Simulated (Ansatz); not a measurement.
MgTe, space group F-43m, the D3 and D4 dispersion energy

Computed with the Ansatz DFT code, driven from Python.

Typed at the interpreter:
```pycon
>>> import ansatz as az
>>> import numpy as np
>>> vectors0 = np.array([
...     [0.0, 3.231999, 3.231999],
...     [3.231999, 0.0, 3.231999],
...     [3.231999, 3.231999, 0.0],
... ])
>>> sites = [
...     ("Mg", [0.0, 0.0, 0.0]),
...     ("Te", [0.75, 0.75, 0.75]),
... ]
>>> def crystal_on(cell):
...     crystal = az.Crystal(lattice=az.Lattice.of(cell))
...     for symbol, position in sites:
...         crystal = crystal.atom(symbol, position)
...     return crystal
...
>>> atoms = [(site[0], site[1]) for site in sites]
>>> print("dispersion energy and pressure at linear scale factors", (0.97, 1.0, 1.03, 1.06))
dispersion energy and pressure at linear scale factors (0.97, 1.0, 1.03, 1.06)
>>> for functional in (az.Functional.REVPBE, az.Functional.PBESOL):
...     for method in ("d3bj", "d4"):
...         damping = az.dispersion_damping(method=method, xc=functional)
...         line = []
...         for scale in (0.97, 1.0, 1.03, 1.06):
...             term = az.pairwise_dispersion(vectors=(vectors0 * scale).tolist(), atoms=atoms, damping=damping, periodic=(True, True, True))
...             line.append(f"{term.energy_ev / len(atoms):.4f} eV/atom, {np.trace(term.stress_gpa) / 3:.2f} GPa")
...         print(functional.value, method, "|", " | ".join(line))
...
revpbe d3bj | -0.6134 eV/atom, -3.74 GPa | -0.5503 eV/atom, -3.14 GPa | -0.4940 eV/atom, -2.63 GPa | -0.4441 eV/atom, -2.20 GPa
revpbe d4 | -0.4590 eV/atom, -2.88 GPa | -0.4105 eV/atom, -2.41 GPa | -0.3673 eV/atom, -2.02 GPa | -0.3292 eV/atom, -1.68 GPa
pbesol d3bj | -0.3107 eV/atom, -1.60 GPa | -0.2836 eV/atom, -1.35 GPa | -0.2592 eV/atom, -1.15 GPa | -0.2371 eV/atom, -0.99 GPa
pbesol d4 | -0.1696 eV/atom, -0.84 GPa | -0.1554 eV/atom, -0.71 GPa | -0.1425 eV/atom, -0.61 GPa | -0.1309 eV/atom, -0.52 GPa
>>> print("charges of the D4 model in the last cell:", np.round(term.partial_charges_e, 3))
charges of the D4 model in the last cell: [ 0.558 -0.558]
```

The structure comes from a database and needn't be a stable phase.
